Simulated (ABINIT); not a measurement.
Runs of ABINIT 10.8.3 (patched build) on Pt. The structure is cubic, space group Fm-3m (No. 225). The conventional cell has a = 3.922 Å, b = 3.922 Å, c = 3.922 Å, α = 90.00°, β = 90.00°, γ = 90.00°. Around Pt (site symmetry m-3m) lie 12 Pt at 2.77 Å. 

```csv
task,level,potentials or basis,k mesh,cutoff (eV),fine-grid cutoff,dispersion computed by,mesh quality,gap on the mesh (eV),pressure (GPa),V0 of scaled cells (Å³/atom),B0 (GPa)
equation of state,PW91,JTH PAW PBE v2.0,12 × 12 × 12,544,1088.46 eV,-,not flagged,-,-,(c),249
equation of state,LDA,JTH PAW LDA v2.0,12 × 12 × 12,408,816.342 eV,-,not flagged,-,-,14.81,308
equation of state,AM05+D4,JTH PAW PBE v2.0,12 × 12 × 12,435,870.764 eV,dftd4 4.3.1,not flagged,-,-,14.80,304
equation of state,BLYP+D3(BJ),JTH PAW PBE v2.0,12 × 12 × 12,544,1088.46 eV,-,not flagged,-,-,15.42,260
single point,r2SCAN,JTH PAW PBE v2.0,12 × 12 × 12,517,1034.03 eV,-,not flagged,none,-,-,-
band structure,BLYP,JTH PAW PBE v2.0,12 × 12 × 12,435,870.764 eV,-,not flagged,none,(d),-,-
single point,PBE,JTH PAW PBE v2.0,5 × 5 × 5,435,870.764 eV,-,coarse,none,(b),-,-
single point,LDA,JTH PAW LDA v2.0,5 × 5 × 5,544,1088.46 eV,-,coarse,none,(a),-,-
```

Alike in all rows: no spin polarisation; cell as given; smearing fermi-dirac 0.05 eV.

Q: Estimate the missing entries.

A: (a) -0.8; (b) 16.0; (c) 15.74; (d) 26.4.

Caveats: some runs use coarse meshes; pressures at fixed basis lie under the slope of the energies (some runs); the PAW data sets were made with another functional, which shifts forces and pressure a little (some runs); so large a pressure means that the cell lies far from this level's equilibrium, or that cutoff or potentials fall short (some runs); the potentials were made for another functional, which shifts forces and pressure (some runs).

A k mesh can miss the band edges, and the runs leave out spin-orbit coupling on Pt.

A gap of «none» marks a metal or a gap under the smearing width.

Not every run made on this cell is shown here.
